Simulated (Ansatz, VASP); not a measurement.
One calculation of Ca, two programs

```xyz
4
Lattice="-3.7562 3.7562 3.6936 3.7562 -3.7562 3.6936 3.7562 3.7562 -3.6936" Properties=species:S:1:pos:R:3 pbc="T T T"
Ca    1.4626    2.2935    3.6936
Ca    2.2935    1.4626    0.0000
Ca    2.2935   -1.4626    3.6936
Ca    1.4626    5.2188    0.0000
```

Alike in both runs: task single point; functional PBE; k mesh 4 × 4 × 4; occupations gaussian, width 0.1 eV; no spin polarisation.

|  | VASP | Ansatz |
| --- | --- | --- |
| version | VASP 6.6.1 | Ansatz 0.2.0 |
| potentials or method | VASP PAW PBE potentials, release 64 (Ca_sv) | scalar-relativistic, plane waves, PAW |
| plane-wave cutoff (eV) | 520 | 420 |
| valence electrons in the cell | 40 | 40 |

VASP gave:

* gap on the k mesh at the Fermi level (eV): none
* pressure (GPa): -1.9
* largest component of the traceless stress (GPa): 0.78
* rms of the force components (eV/Å): 0.192

Task: Estimate Ansatz's values.

Result: gap on the k mesh at the Fermi level (eV): none; pressure (GPa): -1.9; largest component of the traceless stress (GPa): 0.78; rms of the force components (eV/Å): 0.193.

Atom by atom the forces differ by 0.001 eV/Å (rms over components). A gap of «none» marks a metal or a gap that the smearing closes.
